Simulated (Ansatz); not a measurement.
## A substitution in ZnS

Level of theory: DFT, PBE, scalar-relativistic, spin polarisation where moments were expected; plane waves to 420 eV with PAW datasets (Ansatz 0.2.0), Gaussian smearing of 0.05 eV.

ZnS was relaxed to zero pressure in the COD cell structure.

Symmetry: F-43m, No. 216, cubic system. Conventional cell: a = 5.444 Å, b = 5.444 Å, c = 5.444 Å, α = 90.00°, β = 90.00°, γ = 90.00°. Zn (site symmetry -43m) is surrounded by 4 S at 2.36 Å. S (site symmetry -43m) is surrounded by 4 Zn at 2.36 Å. Neighbours are those within 15 % of a site's shortest distance, so a longer bond may be listed from one end only.

Results for ZnS: a (Å) 5.444, V (Å³/atom) 20.16, shortest unlike bond (Å) 2.36, gap (eV) 2.01, B0 (GPa) 70, E_f (eV/atom) -0.82.

Question: All S is replaced by Se and the cell relaxed again in the same space group. What comes out?

Answer: ZnSe: a (Å) 5.733, V (Å³/atom) 23.55, shortest unlike bond (Å) 2.48, gap (eV) 1.15, B0 (GPa) 57, E_f (eV/atom) -0.71.

The volume changes by +16.8 %, or +5.3 % in mean length, and the shortest unlike bond by 0.12 Å. The bulk modulus goes from 69.5 to 56.7 GPa, as V^−1.3: with like bonding the larger cell is the softer. The formation energy moves by 0.11 eV/atom, so ZnS is the more strongly bound against its own elements. For S, Se the 2 valence electrons of Zn just fill the anion's shell; these members are gapped.

Gaps are (generalised) Kohn–Sham gaps. E_f is the formation energy from the elements run alike, at 0 K, without zero-point energy or dispersion between the molecules, chains or layers of the solid elements; it is good to about 0.01 eV/atom as a calculation.

All runs used the PAW datasets of the set soft_2.
